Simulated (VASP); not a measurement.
# Cs (Fm-3m) in VASP: further runs, part 2 of 2

VASP 6.6.1. The steps go on from the part before.

## (3) Single point, LDA

Contents of INCAR:

```
SYSTEM = Cs
  PREC = Accurate
  ENCUT = 520
  EDIFF = 1E-6
  ISMEAR = 0
  SIGMA = 0.15
  LREAL = .False.
  LASPH = .True.
  NELM = 100
  ALGO = Normal
  ISIF = 2
  LWAVE = .False.
  LCHARG = .True.
  LELF = .True.
  LVHAR = .True.
  NBANDS = 10
```

Contents of KPOINTS:

```
regular mesh
0
Gamma
  10 10 10
  0 0 0
```

Contents of POSCAR:

```
Cs
1.0
    0.0000000000      3.9483357400      3.9483357400
    3.9483357400      0.0000000000      3.9483357400
    3.9483357400      3.9483357400      0.0000000000
Cs
1
Direct
    0.0000000000      0.0000000000      0.0000000000
```

Potentials or basis: VASP PAW LDA potentials, release 64 (Cs_sv).

Started as:

```sh
$ cat potpaw_LDA.64/Cs_sv/POTCAR > POTCAR
$ mpirun -np 1 vasp_std > vasp.out
```

OUTCAR:

```text
SYSTEM = Cs
   PREC = Accurate
   ENCUT = 520
   EDIFF = 1E-6
   ISMEAR = 0
   LREAL = .False.
   LASPH = .True.
   NELM = 100
   ISIF = 2

 ion  position               nearest neighbor table
   1  0.000  0.000  0.000-

  LATTYP: Found a face centered cubic cell.
 ALAT       =     7.8966714800

  Lattice vectors:

 A1 = (   0.0000000000,   3.9483357400,   3.9483357400)
 A2 = (   3.9483357400,   0.0000000000,   3.9483357400)
 A3 = (   3.9483357400,   3.9483357400,   0.0000000000)

Analysis of symmetry for initial positions (statically):
=====================================================================
 Subroutine PRICEL returns:
 Original cell was already a primitive cell.

 Routine SETGRP: Setting up the symmetry group for a
 face centered cubic supercell.

 Subroutine GETGRP returns: Found 48 space group operations
 (whereof 48 operations were pure point group operations)
 out of a pool of 48 trial point group operations.

The static configuration has the point symmetry O_h .

Analysis of symmetry for dynamics (positions and initial velocities):
=====================================================================
 Subroutine PRICEL returns:
 Original cell was already a primitive cell.

 Routine SETGRP: Setting up the symmetry group for a
 face centered cubic supercell.

 Subroutine GETGRP returns: Found 48 space group operations
 (whereof 48 operations were pure point group operations)
 out of a pool of 48 trial point group operations.

The dynamic configuration has the point symmetry O_h .

 Subroutine INISYM returns: Found 48 space group operations
 (whereof 48 operations are pure point group operations),
 and found     1 'primitive' translations

----------------------------------------------------------------------------------------

                                     Primitive cell

  volume of cell :     123.1040

  direct lattice vectors                    reciprocal lattice vectors
     0.000000000  3.948335740  3.948335740    -0.126635634  0.126635634  0.126635634
     3.948335740  0.000000000  3.948335740     0.126635634 -0.126635634  0.126635634
     3.948335740  3.948335740  0.000000000     0.126635634  0.126635634 -0.126635634

  length of vectors
     5.583789952  5.583789952  5.583789952     0.219339352  0.219339352  0.219339352

  position of ions in fractional coordinates (direct lattice)
     0.000000000  0.000000000  0.000000000

  ion indices of the primitive-cell ions
   primitive index   ion index
                 1           1

----------------------------------------------------------------------------------------

 KPOINTS: regular mesh

Automatic generation of k-mesh.
 Grid dimensions read from file:
 generate k-points for:   10   10   10

 Generating k-lattice:

  Cartesian coordinates                     Fractional coordinates (reciprocal lattice)
    -0.012663563  0.012663563  0.012663563     0.100000000  0.000000000  0.000000000
     0.012663563 -0.012663563  0.012663563     0.000000000  0.100000000  0.000000000
     0.012663563  0.012663563 -0.012663563     0.000000000  0.000000000  0.100000000

  Length of vectors
     0.021933935  0.021933935  0.021933935

  Shift w.r.t. Gamma in fractional coordinates (k-lattice)
     0.000000000  0.000000000  0.000000000

 Subroutine IBZKPT returns following result:
 ===========================================

 Found     47 irreducible k-points:

 Following reciprocal coordinates:
            Coordinates               Weight
  0.000000  0.000000  0.000000      1.000000
  0.100000  0.000000  0.000000      8.000000
  0.200000  0.000000  0.000000      8.000000
  0.300000  0.000000  0.000000      8.000000
  0.400000  0.000000  0.000000      8.000000
  0.500000  0.000000  0.000000      4.000000
[... 16 lines left out ...]
  0.300000  0.300000  0.000000      6.000000
  0.400000  0.300000  0.000000     24.000000
 [... further k-points ...]
   k-points           NKPTS =     47   k-points in BZ     NKDIM =     47   number of bands    NBANDS=     10
   number of dos      NEDOS =    301   number of ions     NIONS =      1
   total plane-waves  NPLWV =  74088
   dimension x,y,z NGX =    42 NGY =   42 NGZ =   42
   dimension x,y,z NGXF=    84 NGYF=   84 NGZF=   84
   ions per type =               1
   NGX,Y,Z   is equivalent  to a cutoff of  12.50, 12.50, 12.50 a.u.
   NGXF,Y,Z  is equivalent  to a cutoff of  25.01, 25.01, 25.01 a.u.
 SYSTEM =  Cs
   PREC   = accura    normal or accurate (medium, high low for compatibility)
   ISTART =      0    job   : 0-new  1-cont  2-samecut
   ICHARG =      2    charge: 1-file 2-atom 10-const
   ISPIN  =      1    spin polarized calculation?
   LNONCOLLINEAR =      F non collinear calculations
   LSORBIT =      F    spin-orbit coupling
   LASPH  =      T    aspherical Exc in radial PAW
   ENCUT  =  520.0 eV  38.22 Ry    6.18 a.u.  10.38 10.38 10.38*2*pi/ulx,y,z
   NELM   =    100;   NELMIN=  2; NELMDL= -5     # of ELM steps
   EDIFF  = 0.1E-05   stopping-criterion for ELM
   LREAL  =      F    real-space projection
   EDIFFG = 0.1E-04   stopping-criterion for IOM
   NSW    =      0    number of steps for IOM
   IBRION =     -1    ionic relax: 0-MD 1-quasi-New 2-CG
   NFREE  =      0    steps in history (QN), initial steepest desc. (CG)
   ISIF   =      2    stress and relaxation
   ISYM   =      2    0-nonsym 1-usesym 2-fastsym
   POTIM  = 0.5000    time-step for ionic-motion
   TEBEG  =    0.0;   TEEND  =   0.0 temperature during run
   PSTRESS=    0.0 pullay stress
   NELECT =       9.0000    total number of electrons
   NUPDOWN=      -1.0000    fix difference up-down
   EMIN   =  10.00;   EMAX   =-10.00  energy-range for DOS
   EFERMI =   0.00;   METHOD = LEGACY
   ISMEAR =     0;   SIGMA  =   0.15  broadening in eV -4-tet -1-fermi 0-gaus
   EFERMI_NEDOS =   21; number of points for ismear=-14 and -15
   IALGO  =     38    algorithm
   IMIX   =      4    mixing-type and parameters
     AMIX     =   0.40;   BMIX     =  1.00
     AMIX_MAG =   1.60;   BMIX_MAG =  1.00
  volume/ion in A,a.u.               =     123.10       830.75
  Fermi-wavevector in a.u.,A,eV,Ry     =   0.684539  1.293591  6.375605  0.468594
  Thomas-Fermi vector in A             =   1.764221
   LORBIT       =      0    0 simple, 1 ext, 2 COOP (PROOUT), +10 PAW based schemes
   GGA     = CA    functional components
   LHFCALC =     F    Hartree Fock is set to
   AEXX    =    0.0000 exact exchange contribution
   IVDW    =     0    specifies the selected vdW correction
   LEPSILON=     F    determine dielectric tensor
   LRPA    =     F    only Hartree local field effects (RPA)
 non-spin polarized calculation
 Gauss-broadening in eV      SIGMA  =   0.15
  energy-cutoff  :      520.00
  volume of cell :      123.10
 maximum number of plane-waves:      3339
 NGX is ok and might be reduce to    42
   NGX = 21   NGY = 21   NGZ = 21

 number of electron       9.0000001 magnetization

 Free energy of the ion-electron system (eV)
  ---------------------------------------------------
  ext. energy  EPLUGINS =         0.00000000
  ---------------------------------------------------
  free energy    TOTEN  =        -0.96031716 eV

  energy without entropy =       -0.94514392  energy(sigma->0) =       -0.95273054

 E-fermi :   0.1139     XC(G=0):  -5.3701

 val. band max:        0.0832238072   @ k =   0.5000   0.0000   0.0000
 cond. band min:       0.1349067801   @ k =   0.5000   0.3000   0.1000
 fundamental gap:      0.0516829729
 Fermi energy:         0.1139112945

 k-point     1 :       0.0000    0.0000    0.0000
  band No.  band energies     occupation
      1     -23.7375      2.00000
      2     -10.4831      2.00000
      3     -10.4831      2.00000
      4     -10.4831      2.00000
      5      -1.4885      2.00000
      6       2.4744      0.00000
      7       2.4744      0.00000
      8       2.4744      0.00000
      9       3.4751      0.00000
     10       3.4751      0.00000
[... 287 lines left out ...]
 k-point    24 :       0.4000    0.3000    0.0000
  band No.  band energies     occupation
      1     -23.7328      2.00000
      2     -10.5669      2.00000
      3     -10.5176      2.00000
      4     -10.5142      2.00000
      5      -0.0636      1.90570
      6       1.3520      0.00000
      7       1.7351      0.00000
      8       3.1309      0.00000
      9       3.3055      0.00000
     10       4.1404      0.00000

 [... further k-points ...]

------------------------ aborting loop because EDIFF is reached ----------------------------------------

  FORCE on cell =-STRESS in cart. coord.  units (eV):
  Direction    XX          YY          ZZ          XY          YZ          ZX
  --------------------------------------------------------------------------------------
  -------------------------------------------------------------------------------------
  Total       -0.3101167     -0.3101167     -0.3101167      0.0000000      0.0000000     -0.0000000
  in kB       -4.0361147     -4.0361147     -4.0361147      0.0000000      0.0000000     -0.0000000
  external PRESSURE =      -4.0361147 kB  Pullay stress =       0.0000000 kB

 VOLUME and BASIS-vectors are now :
 -----------------------------------------------------------------------------
  energy-cutoff  :      520.00
  volume of cell :      123.10
      direct lattice vectors                 reciprocal lattice vectors
     0.000000000  3.948335740  3.948335740    -0.126635634  0.126635634  0.126635634
     3.948335740  0.000000000  3.948335740     0.126635634 -0.126635634  0.126635634
     3.948335740  3.948335740  0.000000000     0.126635634  0.126635634 -0.126635634

 POSITION                                       TOTAL-FORCE (eV/Angst)
 -----------------------------------------------------------------------------------
      0.00000      0.00000      0.00000         0.000000      0.000000      0.000000
 -----------------------------------------------------------------------------------
    total drift:                                0.000000     -0.000000      0.000000

  FREE ENERGIE OF THE ION-ELECTRON SYSTEM (eV)
  ---------------------------------------------------
  free  energy   TOTEN  =        -0.9603171551 eV

  energy  without entropy=       -0.9451439156  energy(sigma->0) =       -0.95273054
```

Wall time 25 s (1 thread of Intel Xeon 6975P-C (Granite Rapids), shared host); peak memory 0.22 GiB.

Results:

```
Free energy            : -0.9603 eV
Pressure               : -0.4 GPa
Band gap on the k mesh : none (metal or under the smearing width)
```

Levels at points of the mesh, in eV from the Fermi level:
```
           k point  band 3  band 4  band 5  band 6  band 7  band 8
(0.00, 0.00, 0.00)  -10.60  -10.60   -1.60    2.36    2.36    2.36
(0.50, 0.00, 0.00)  -10.61  -10.61   -0.03    0.79    2.24    2.24
(0.50, 0.50, 0.00)  -10.64  -10.64    0.34    1.07    1.38    3.84
```

Spin-orbit coupling is left out, which matters for the levels of Cs.
